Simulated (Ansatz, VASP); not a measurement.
## One calculation of TiSe2, two programs

```xyz
3
Lattice="3.5208 0.0000 0.0000 -1.7604 3.0491 0.0000 0.0000 0.0000 5.9620" Properties=species:S:1:pos:R:3 pbc="T T T"
Ti    0.0000    0.0000    0.0000
Se    0.0000    2.0327    1.5602
Se    1.7604    1.0164    4.4018
```

Alike in both runs: task relaxation of shape and atoms at fixed volume; functional PBE; dispersion D3(BJ); k mesh 12 × 12 × 6; occupations gaussian, width 0.05 eV; no spin polarisation.

|  | VASP | Ansatz |
| --- | --- | --- |
| version | VASP 6.6.1 | Ansatz 0.2.0 |
| potentials or method | VASP PAW PBE potentials, release 64 (Ti_sv, Se) | scalar-relativistic, plane waves, PAW |
| plane-wave cutoff (eV) | 600 | 420 |
| valence electrons in the cell | 24 | 44 |

|  | VASP | Ansatz | Ansatz less VASP |
| --- | --- | --- | --- |
| gap on the k mesh at the Fermi level, each at its own relaxed structure (eV) | none | none | - |
| relaxed volume (Å³/atom) | 21.33 | 21.33 | 0.000 |
| relaxed cell length with the largest relative difference (Å) | 5.995 | 5.994 | -0.0007 |
| energy change over the relaxation (meV/atom) | -1 | -1 | -0.2 |

A gap of «none» marks a metal or a gap that the smearing closes. The two sets of potentials don't hold the same shells in valence.

Caveats: pairwise dispersion overbinds metals, which lowers pressure and volume.
